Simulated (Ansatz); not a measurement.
# Is the response still linear at 0.3 V/Å? blue phosphorene 3 layers, AA'

The dipole of a slab grows in proportion to a weak field along its normal. Does the weak-field slope carry to a strong field?

**Method.** Ansatz 0.2.0, plane waves with PAW datasets (its set soft_2), PBE-D3(BJ); atoms held at their relaxed places, 18 Å of vacuum, dipole correction, cell area 9.14 Å², 18×18 k-points, smearing 0.02585 eV. Without field the slab has a gap of 1.26 eV.

```
  run  field (V/Å)  dipole (e·Å)
run 1        −0.10      −0.05737
run 2         0.00       0.00000
run 3         0.10       0.05736
run 4         0.30             ?
```

**Question.** What value belongs in the row marked “?”, and how far can the other rows tell?

A least-squares line through the 3 rows shown has slope 0.573650 and intercept −0.000003; no row lies more than 0.00001 e·Å off it. A perfect conductor with that slope would be 180.95 × 0.57365 / 9.14 = 11.36 Å thick. At 0.30 it gives 0.573650 × 0.30 + (−0.000003) = 0.17209 e·Å, beyond the rows fitted. Rounding and scatter of the rows alone allow about ±0.00001 e·Å there.

The run itself gives 0.17237 e·Å: a miss of +0.00028 e·Å. That is under 1 % of the induced dipole, so the response is still linear.

**Limits.** Ions are held, so this is the electronic response. Of the series that stay linear within 1 %, this collection keeps about one in seven, and it keeps all that bend.

[Logs are printed without paths, hosts, clocks, repeated set-up lines and the standing remarks that a program may print on its own settings, such as how far it seeks lower states.]
